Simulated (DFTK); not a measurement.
**Pb under changes of volume**

One of the cells (30.323 Å³/atom); the others are scaled copies at fixed shape and fractional positions:

```
Pb
1.0
     0.00000    2.47502    2.47502
     2.47502    0.00000    2.47502
     2.47502    2.47502    0.00000
Pb
1
Cartesian
  0.0000 0.0000 0.0000
```

- Program: DFTK 0.8.2
- Functional: PBE
- Potentials or basis: dojo.nc.sr.pbe.v0_4_1.standard.upf (PBE)
- Cutoff: 925 eV
- k mesh: 9 × 9 × 9
- Occupations: fermi-dirac, width 0.05 eV
- Spin: no spin polarisation

```csv
volume (Å³/atom),energy over the lowest point (meV/atom),pressure (GPa)
28.503,55.80,6.0
29.110,35.68,4.6
29.716,20.60,3.4
30.323,10.01,2.3
30.929,?,?
31.535,0.20,0.4
32.142,0.00,-0.3
```

Problem. What does the run at 30.929 Å³/atom give?

Solution. Energy over the lowest point 3.39 meV/atom; pressure 1.3 GPa.

Worked out: A Birch-Murnaghan fit of order 3 (a polynomial in V^(-2/3)) to the other rows has its minimum at 31.87 Å³/atom with B0 = V·E''(V) = 39 GPa and B' = 5.9. It gives 3.38 meV/atom at 30.929 Å³/atom, against the run's 3.39, and -dE/dV = 1.3 GPa, against 1.3.

Energies are extrapolated to zero smearing.
